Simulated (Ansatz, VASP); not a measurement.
**One calculation of Mg, two programs**

```
CELL_PARAMETERS angstrom
0.00000 3.48350 3.48350
3.48350 0.00000 3.48350
3.48350 3.48350 0.00000
ATOMIC_POSITIONS crystal
Mg 0.00000 0.00000 0.00000
Mg 0.25000 0.25000 0.25000
Mg 0.75000 0.75000 0.75000
```

Alike in both runs: functional PBE; k mesh 12 × 12 × 12; occupations gaussian, width 0.1 eV; no spin polarisation.

Ansatz relaxed the structure, and its values are those at the end. VASP's run is a single point on that final structure, the one shown.

|  | VASP | Ansatz |
| --- | --- | --- |
| version | VASP 6.6.1 | Ansatz 0.2.0 |
| potentials or method | VASP PAW PBE potentials, release 64 (Mg) | scalar-relativistic, plane waves, PAW |
| plane-wave cutoff (eV) | 520 | 420 |
| valence electrons in the cell | 6 | 30 |

Ansatz gave:

```
gap on the k mesh at the Fermi level (eV) : none
pressure (GPa)                            : 0.0
```

Question: Estimate VASP's values.

Answer: gap on the k mesh at the Fermi level (eV): none; pressure (GPa): -0.1.

A gap of «none» marks a metal or a gap that the smearing closes. With one functional, cell and mesh, what is left measures potentials, basis and numerics. The two sets of potentials don't hold the same shells in valence.
